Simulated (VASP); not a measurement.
The system is GaP.

```
CELL_PARAMETERS angstrom
0.00000 2.72525 2.72525
2.72525 0.00000 2.72525
2.72525 2.72525 0.00000
ATOMIC_POSITIONS crystal
Ga 0.00000 0.00000 0.00000
P 0.75000 0.75000 0.75000
```

Program: VASP 6.6.1. Alike in all runs: potentials or basis VASP PAW PBE potentials, release 64 (Ga_d, P); no spin polarisation; cell as given; cutoff (eV) 520.

Task: Order these runs on this cell by their pressure, lowest first.
A. level PBE; k mesh 8 × 8 × 8; smearing gaussian 0.025 eV; mesh quality not flagged
B. level r2SCAN-EpsX; k mesh 4 × 4 × 4; smearing fermi-dirac 0.05 eV; grid for exact exchange (PRECFOCK) Normal; exchange at q = 0 truncated; share of exact exchange 0.0895; mesh quality coarse
C. level BLYP; k mesh 8 × 8 × 8; smearing fermi-dirac 0.05 eV; mesh quality not flagged

Result: B (0.1 GPa), A (2.4 GPa), C (6.5 GPa).

Caveats: some runs use coarse meshes; the PAW data sets were made with another functional, which shifts forces and pressure a little (some runs).
